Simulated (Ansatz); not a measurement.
# WC (Fm-3m) in Ansatz: a series of runs, part 2 of 2

Ansatz 0.2.0. Earlier steps stand in the parts before.

### 5 Elastic constants, PBEsol

input.yaml

```yaml
crystal:
  lattice:
    - [0.0, 2.192684, 2.192684]
    - [2.192684, 0.0, 2.192684]
    - [2.192684, 2.192684, 0.0]
  atoms:
    - { symbol: W, position: [0.0, 0.0, 0.0] }
    - { symbol: C, position: [0.5, 0.5, 0.5] }
hamiltonian:
  xc: pbesol
  pseudopotentials: { kind: paw }
kpoints:
  mp_grid: { grid: [7, 7, 7] }
scf:
  occupations: { method: fermi_dirac, width: 0.05 }
output:
  forces: true
  stress: true
elastic:
  mode: clamped_ion
  stencil: two_point
```

Potentials or basis: Ansatz PAW.

On the command line:

```console
ansatz run input.yaml --threads 2 --pin off --max-ram 5632MiB --backend cpu --events-out ev --progress --plain --runs-dir out
```

Output:

```text
Warning: RAYON_NUM_THREADS=2 ignored (pool sized by the plan → 2); use --threads N
Engine: ansatz 0.2.0, aarch64-unknown-linux-gnu
Pseudopotentials: kind: paw
Pseudopotential: W, paw, valence charge 14, recommended cutoff 420 eV (normal), W.paw.azcp
Pseudopotential: C, paw, valence charge 4, recommended cutoff 420 eV (normal), C.paw.azcp
Functional definition: PBEsol
  exchange = pbesol_x
  correlation = pbesol_c
Crystal: 2 atoms, lattice volume = 21.084 Å³
Basis set: ecut = 420 eV, 411 PW (Γ), exchange–correlation on 48×48×48 points (8 copies of the dense FFT grid, shifted against one another)
Bands: 13, of which v1, the nominal top of the filled ones, is band 9 counted from 1 (8 counted from 0)
Symmetry: 48 space group operations
Space group: Fm-3m (ITA 225), of the structure as read, at distance tolerance 2.8e-5 Å
k-points: 20 of 343
Non-local potential: W, projectors of the file, l = 0: 3, l = 1: 2, l = 2: 2, l = 3: 1
Non-local potential: C, projectors of the file, l = 0: 2, l = 1: 2, l = 2: 1
PAW form: soft (Blöchl's): semilocal exchange-correlation on the pseudo side does not see the compensation charge
PAW frozen core: W, regenerated for the run's functional, and the local potential with it (the file was generated under x = pbe(κ = 0.804, μ = 0.2195149727645171), c = pbe(β = 0.06672455060314922))
PAW frozen core: C, regenerated for the run's functional, and the local potential with it (the file was generated under x = pbe(κ = 0.804, μ = 0.2195149727645171), c = pbe(β = 0.06672455060314922))
PAW one-centre angular grid: W, 590 points (default); XC on 64 Gauss nodes
PAW one-centre angular grid: C, 110 points (default); XC on 64 Gauss nodes
Initial density: superposition of atomic densities (neutral atoms: chi_scale 0, normalization atom), corrected by the library's trained network
Initial wavefunctions: pseudopotential atomic-orbital guess
Functional: x = pbesol(κ = 0.804, μ = 0.12345679012345678), c = pbesol(β = 0.046)
SCF iter   1: F=—  HF=-10502.836657 eV  |F-HF|=—  |Δ(HF+E_count)|=         —  Δρ=6.03e-3  dr2=6.00e-3  ethr=1.77e-3  ⟨swp⟩=5.2  Hψ=2898  notcnv=0  defer=16
automatic band count: the SCF goes on with 17 bands, as 13 were too few: the levels above may hold too much charge
preconditioner: auto → none  [insulator: Δε(μ)=0.234 eV  Ē_g=14.534 eV  σ=0.050 eV  W_gap=0.82  n_scr=8 (ndim 8)  ℏωp=25.6 eV  f_vac=0.000  D(μ)=0.59/eV (n_scr^D=0)  ε∞_Penn≈4.1]
SCF iter   2: F=—  HF=-10502.835253 eV  |F-HF|=—  |Δ(HF+E_count)|=   1.40e-3  Δρ=2.58e-3  dr2=1.02e-3  ethr=3.34e-5  ⟨swp⟩=1.6  Hψ=546  notcnv=0  defer=25
SCF iter   3: F=—  HF=-10502.835138 eV  |F-HF|=—  |Δ(HF+E_count)|=   1.15e-4  Δρ=3.97e-4  dr2=1.96e-5  ethr=5.65e-6  ⟨swp⟩=1.9  Hψ=352  notcnv=0  defer=25
SCF iter   4: F=—  HF=-10502.835138 eV  |F-HF|=—  |Δ(HF+E_count)|=   1.84e-7  Δρ=5.59e-5  dr2=3.91e-7  ethr=1.09e-7  ⟨swp⟩=1.6  Hψ=354  notcnv=0  defer=25
SCF iter   5: F=—  HF=-10502.835138 eV  |F-HF|=—  |Δ(HF+E_count)|=   3.44e-7  Δρ=4.52e-6  dr2=2.21e-9  ethr=2.17e-9  ⟨swp⟩=1.9  Hψ=375  notcnv=0  defer=25
SCF iter   6: F=—  HF=-10502.835138 eV  |F-HF|=—  |Δ(HF+E_count)|=  6.71e-10  Δρ=5.29e-7  dr2=2.59e-11  ethr=1.23e-11  ⟨swp⟩=2.5  Hψ=449  notcnv=0  defer=25
SCF iter   7: F=-10502.835138 eV  HF=-10502.835138 eV  |F-HF|=0.00e0  |Δ(HF+E_count)|=  1.27e-11  Δρ=2.87e-8  dr2=7.43e-14  ethr=1.00e-12  ⟨swp⟩=7.3  Hψ=1600  notcnv=0
SCF 1 converged in 7 iterations: F = -10502.835138 eV  dr2 = 7.43e-14
Crystal: 2 atoms, lattice volume = 21.042 Å³
Bands: 17, of which v1, the nominal top of the filled ones, is band 9 counted from 1 (8 counted from 0)
Symmetry: 16 space group operations
k-points: 40 of 343
Initial density: handed on by an earlier stage of this run
Initial wavefunctions: those handed on with the density
iter 1 solved again at ethr=4.37e-7 eV; its pass at ethr=3.10e-3 eV (dr2=7.87e-5 eV) is discarded
SCF iter   1: F=—  HF=-10502.837714 eV  |F-HF|=—  |Δ(HF+E_count)|=         —  Δρ=6.60e-4  dr2=8.74e-5  ethr=4.37e-7  ⟨swp⟩=2.0  Hψ=3517  notcnv=0  defer=80
[... 26 lines left out ...]
SCF iter   5: F=-10502.835096 eV  HF=-10502.835096 eV  |F-HF|=0.00e0  |Δ(HF+E_count)|=  3.64e-12  Δρ=1.97e-8  dr2=2.56e-14  ethr=1.00e-12  ⟨swp⟩=5.3  Hψ=3436  notcnv=0
SCF 4 converged in 5 iterations: F = -10502.835096 eV  dr2 = 2.56e-14
iter 1 solved again at ethr=1.11e-11 eV; its pass at ethr=3.10e-3 eV (dr2=2.00e-9 eV) is discarded
SCF iter   1: F=—  HF=-10502.835097 eV  |F-HF|=—  |Δ(HF+E_count)|=         —  Δρ=4.00e-6  dr2=1.42e-9  ethr=1.11e-11  ⟨swp⟩=2.6  Hψ=5767  notcnv=0  defer=115
preconditioner: auto → none  [insulator: Δε(μ)=0.224 eV  Ē_g=14.536 eV  σ=0.050 eV  W_gap=0.80  n_scr=8 (ndim 8)  ℏωp=25.6 eV  f_vac=0.000  D(μ)=0.57/eV (n_scr^D=0)  ε∞_Penn≈4.1]
SCF iter   2: F=—  HF=-10502.835096 eV  |F-HF|=—  |Δ(HF+E_count)|=   1.22e-7  Δρ=1.90e-6  dr2=3.01e-10  ethr=7.89e-12  ⟨swp⟩=1.0  Hψ=954  notcnv=0  defer=115
SCF iter   3: F=—  HF=-10502.835096 eV  |F-HF|=—  |Δ(HF+E_count)|=  1.82e-12  Δρ=1.39e-7  dr2=2.88e-12  ethr=1.67e-12  ⟨swp⟩=1.1  Hψ=976  notcnv=0  defer=115
SCF iter   4: F=-10502.835096 eV  HF=-10502.835096 eV  |F-HF|=3.64e-12  |Δ(HF+E_count)|=  1.82e-12  Δρ=2.30e-8  dr2=5.92e-14  ethr=1.00e-12  ⟨swp⟩=3.6  Hψ=3597  notcnv=0
SCF 5 converged in 4 iterations: F = -10502.835096 eV  dr2 = 5.92e-14
SCF converged after 7 iterations
Free energy (F): -10502.835138 eV
Harris-Foulkes:  -10502.835138 eV  (|F-HF|=0.00e0)
Internal energy: -10502.829309 eV  (E = F + TS)
E sigma→0 (E₀):  -10502.832224 eV
Entropy (-TS):   -0.005829 eV (-2.915 meV/atom)
Fermi energy:    21.387203 eV
--- Per-component energies (eV) ---
  E_band       = -64.242923
  E_kinetic    = 540.755317
  E_local      = -662.317947  (includes V_loc(G=0)·N_el)
  E_nonlocal   = 28.846999
  E_hartree    = 230.491686
  E_xc         = -313.728848
  E_vxc        = -299.029808  (∫ρ·V_xc dr)
  E_paw        = -8530.941658  (= ΣΔE_a)
  E_vpaw       = -133.480785  (= ΣTr[D̂ρ^β])
  E_aug_tail   = -0.000067  (compensation charges beyond the density's cutoff)
  E_ewald      = -1796.177684
  E_core_change = 0.242893  (= ΣΔE_core)
  E_smearing   = -0.005829  (= −TS)
  E_closure    = 0.000000  (closes the sum)
  Σ components = -10502.835138   (vs F -10502.835138, Δ=0.00e0)
--- Forces (eV/Å), atoms counted from 1 ---
  atom   1  W     -0.00000000     0.00000000     0.00000000
  atom   2  C      0.00000000    -0.00000000     0.00000000
  max |Σ_I F_I| component: 6.84e-30 eV/Å
--- Stress (GPa, compression-positive) ---
      -10.372270       0.000000      -0.000000
        0.000000     -10.372270      -0.000000
       -0.000000       0.000000     -10.372270
  P = ⅓ Tr σ = -10.3723 GPa (-103.723 kbar)
--- Band table (eV; the first three rows and the last of 20) ---
  k-point 0: bands = ["-53.7241", "-17.7489", "-17.7489", "-17.7489", "5.8465", "18.8419", "18.8419", "18.8419", "20.6040", "20.6040", "20.6040", "20.6277", "20.6277", "28.0896", "31.2401", "44.7504", "44.7504"]
  k-point 1: bands = ["-53.7171", "-17.8643", "-17.7613", "-17.7613", "6.4095", "17.2751", "17.8102", "17.8102", "19.6277", "19.6277", "21.1310", "23.7378", "23.7378", "29.0532", "32.4706", "40.6592", "41.9970"]
  k-point 2: bands = ["-53.7014", "-18.1159", "-17.7889", "-17.7889", "7.9089", "14.7999", "16.0668", "16.0668", "20.9251", "20.9251", "21.9035", "27.1311", "27.1311", "29.8347", "34.0004", "37.4640", "37.4640"]
  k-point 19: bands = ["-53.6753", "-18.1428", "-18.1142", "-17.9314", "9.0742", "14.6181", "15.5998", "16.0367", "21.2521", "22.4699", "24.0096", "25.7026", "26.7890", "32.9881", "33.7082", "34.2323", "38.0104"]
--- Elastic constants: 2 strain directions × 2 members + reference (group order 48) ---
  dense FFT box of the reference and of every strained cell: 24×24×24
  strains applied: 11, 23; error gains: componentwise 1.00 (the most a stress slope's error grows in a printed constant), spectral 1.73 (1 for all six strains in a standard setting)
  C = ∂σ_k/∂η_j (tension-positive GPa; Voigt order 11 22 33 23 13 12):
       761.213    137.935    137.935     -0.000      0.000      0.000
       137.935    761.213    137.935      0.000     -0.000      0.000
       137.935    137.935    761.213      0.000      0.000      0.000
         0.000     -0.000     -0.000    176.673      0.000     -0.000
        -0.000      0.000     -0.000     -0.000    176.673      0.000
         0.000     -0.000      0.000     -0.000      0.000    176.673
  reference stress σ⁰ (GPa):     10.372     10.372     10.372      0.000      0.000     -0.000
  C* (energy form; C + prestress term) asymmetry max|C*_kj − C*_jk| = 5.684e-14 GPa — a small one proves nothing (zero by symmetry where the batch's group is 432, −43m or m−3m); a large one is finite-difference/SCF noise where every solve meets its electron count
  moduli (Voigt/Reuss/Hill, GPa): K = 345.69/345.69/345.69   G = 230.66/213.69/222.18   E = 548.93   ν = 0.235
  mechanically stable: yes (min eigenvalue of sym C = 176.67 GPa)
  strain η (Voigt 11):  stress-route row diagonal C_11 = 761.21 GPa, energy-path curvature d²(F+E_count+ΔE)/dδ²/Ω₀ = 760.59 GPa
         δ    σ_11 (GPa)             F (eV)   n_scf  n_hpsi   n_pw
    -2.000e-3       8.8382      -10502.8376846       7   10052    424
     2.000e-3      11.8830      -10502.8322040       5    7922    424
  strain η (Voigt 23):  stress-route row diagonal C_44 = 176.67 GPa, energy-path curvature d²(F+E_count+ΔE)/dδ²/Ω₀ = 171.16 GPa
         δ    σ_23 (GPa)             F (eV)   n_scf  n_hpsi   n_pw
    -2.000e-3      -0.3533      -10502.8350964       5   14323    424
     2.000e-3       0.3533      -10502.8350964       4   12062    424
```

elastic.tsv:

```text
# convention: tension-positive GPa; Voigt order 11 22 33 23 13 12; engineering shear strains; stresses and constants hold the Pulay correction, whose part of sigma0, of c and of each member's stress the lines and columns named pulay_correction_..._gpa give (of c_energy it is that of c and, on the columns of strains 1 to 3, that of sigma0; of a layer's constants it is that of c in the plane, times a tenth of its plane spacing in ang); where a line pulay_correction_withheld stands none holds it
[... 15 lines left out ...]
6	3.2239053640e-28	-3.2239053583e-28	6.3108872418e-30	-6.3108872418e-30	6.3108872418e-30	1.7667302349e2	-1.1117333679e-15	-1.1117333679e-15	-1.1117333679e-15	-6.3108872418e-30	6.3108872418e-30	1.7667302349e2	6.7794708029e-32	-6.7794696772e-32	-1.5407439555e-33	4.5271780348e-50	9.0543560697e-50	-6.6164781104e-2
```

elastic_members.tsv:

```text
# convention: tension-positive GPa; Voigt order 11 22 33 23 13 12; engineering shear strains; stresses and constants hold the Pulay correction, whose part of sigma0, of c and of each member's stress the lines and columns named pulay_correction_..._gpa give (of c_energy it is that of c and, on the columns of strains 1 to 3, that of sigma0; of a layer's constants it is that of c in the plane, times a tenth of its plane spacing in ang); where a line pulay_correction_withheld stands none holds it
[... 13 lines left out ...]
3	2.0000000000e-3	1.0370934081e1	1.0371918212e1	1.0371918212e1	3.5334564562e-1	1.3340800414e-14	-1.2229067047e-14	-1.0502835096e4	-1.0502832179e4	4	12062	424	nan	nan	0.0000000000e0	-3.1316752657e-1	-3.1327620478e-1	-3.1327620478e-1	-1.3233194729e-4	3.7998699097e-18	-4.2069988286e-18	2.7680169666e-5	0.0000000000e0
```

It took 2.4 s on 2 threads of Arm Neoverse V2, shared host; peak memory 0.3 GiB.

What came out:

```yaml
Free_energy: -10502.8351 eV
Pressure: -10.4 GPa
Band_gap_on_the_k_mesh: none (metal or under the smearing width)
Clamped-ion_elastic_constants_C11_C12_C44: 761, 138, 177 GPa
Voigt_bulk_modulus: 346 GPa
```

Elastic tensor in Voigt notation (GPa, ions clamped, in the Cartesian axes of the cell as first typed):
```
761 138 138   0   0   0
138 761 138   0   0   0
138 138 761   0   0   0
  0   0   0 177   0   0
  0   0   0   0 177   0
  0   0   0   0   0 177
```

Caveat: the cell is more than 3 GPa from zero pressure, which shifts response properties; elastic constants of metals need much finer meshes, so these are rough; the pressure holds a Pulay correction of +0.3 GPa for the finite cutoff; the PAW data sets come from PBE, with cores solved anew for the run's functional, which leaves a small shift of forces and pressure. Spin-orbit coupling is left out, which matters for the levels of W.

### 6 Overview

| task | level | k mesh | points for each segment of the path | atoms under strain | gap on the mesh (eV) | pressure (GPa) |
| --- | --- | --- | --- | --- | --- | --- |
| band structure | LDA | 10 × 10 × 10 | 14 | - | none | -16.1 |
| elastic constants | PBE | 7 × 7 × 7 | - | relaxed | none | -1.6 |
| phonons | PBEsol | 7 × 7 × 7 | - | - | none | - |
| elastic constants | PBEsol | 7 × 7 × 7 | - | clamped | none | -10.4 |

Alike in all rows: potentials or basis Ansatz PAW; no spin polarisation; cell as given; cutoff (eV) 420; smearing fermi-dirac 0.05 eV.

Every run on the cell as given and a fine mesh finds a metal. The pressure there spans -16.1 GPa (LDA) to -1.6 GPa (PBE); a positive pressure means that this level wants a larger cell, a negative one a smaller.

Caveats: the PAW data sets come from PBE, with cores solved anew for the run's functional, which leaves a small shift of forces and pressure (some runs); elastic constants of metals need much finer meshes, so these are rough (some runs); so large a pressure means that the cell lies far from this level's equilibrium, or that cutoff or potentials fall short (some runs); spin-orbit coupling is left out, which moves the levels of the heavy elements (some runs); the cell is more than 3 GPa from zero pressure, which shifts response properties (some runs).

Total energies depend on the potentials used, so only differences within one code and one set of settings carry meaning.
